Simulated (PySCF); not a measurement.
Norbornadiene, C7H8.
SMILES with atom numbers: `[CH:1]1=[CH:2][C@@H:3]2[CH:4]=[CH:5][C@H:6]1[CH2:7]2` (hydrogens: H8 on C1; H9 on C2; H10 on C3; H11 on C4; H12 on C5; H13 on C6; H14, H15 on C7)

Computed geometry: GFN2-xTB, gas phase.

Task: Give the optimised bond lengths and angles.

Result: 
| bond | length (Å) |
| --- | --- |
| C1=C2, C4=C5 | 1.324 |
| C1–C6 and 3 like bonds | 1.522 |
| C3–C7, C6–C7 | 1.539 |
| C1–H8 and 3 like bonds | 1.073 |
| C3–H10, C6–H13 | 1.086 |
| C7–H14, C7–H15 | 1.090 |

Bonds in one row agree within 0.01 Å and their mean is given. A selection of angles:
| angle | degrees |
| --- | --- |
| C2–C1–C6 | 107.2 |
| C2–C1–H8 | 129.2 |
| C6–C1–H8 | 123.6 |
| C2–C3–C4 | 105.5 |
| C2–C3–C7 | 98.8 |
| C2–C3–H10 | 116.4 |
| C7–C3–H10 | 118.2 |
| C6–C7–H14 | 113.4 |
| C3–C7–C6 | 92.4 |
| H14–C7–H15 | 110.0 |

Dihedral angles: C6–C1–C2–C3 0° (synperiplanar); C1–C2–C3–C4 66° (synclinal); C2–C3–C4–C5 -66° (synclinal); C3–C4–C5–C6 0° (synperiplanar); C4–C5–C6–C7 -36° (synclinal); C5–C6–C7–C3 54° (synclinal); C2–C1–C6–C5 -66° (synclinal); C2–C3–C7–C6 54° (synclinal).

The 5-membered ring C3–C4–C5–C6–C7 has internal angles of 92.4° to 107.2° (sum 504°, against 540° for a flat polygon); it is puckered, 0.27 Å rms from its mean plane, widest ring torsion 54°. The 5-membered ring C1–C2–C3–C7–C6 has internal angles of 92.4° to 107.2° (sum 504°, against 540° for a flat polygon); it is puckered, 0.27 Å rms from its mean plane, widest ring torsion 54°. The C–C distances run from 1.324 Å (C1=C2, drawn double) to 1.540 Å (C6–C7, drawn single), a spread of 0.216 Å.

Point group: C2v (every atom within 0.08 Å of its image). GFN2-xTB frequencies: not computed here.
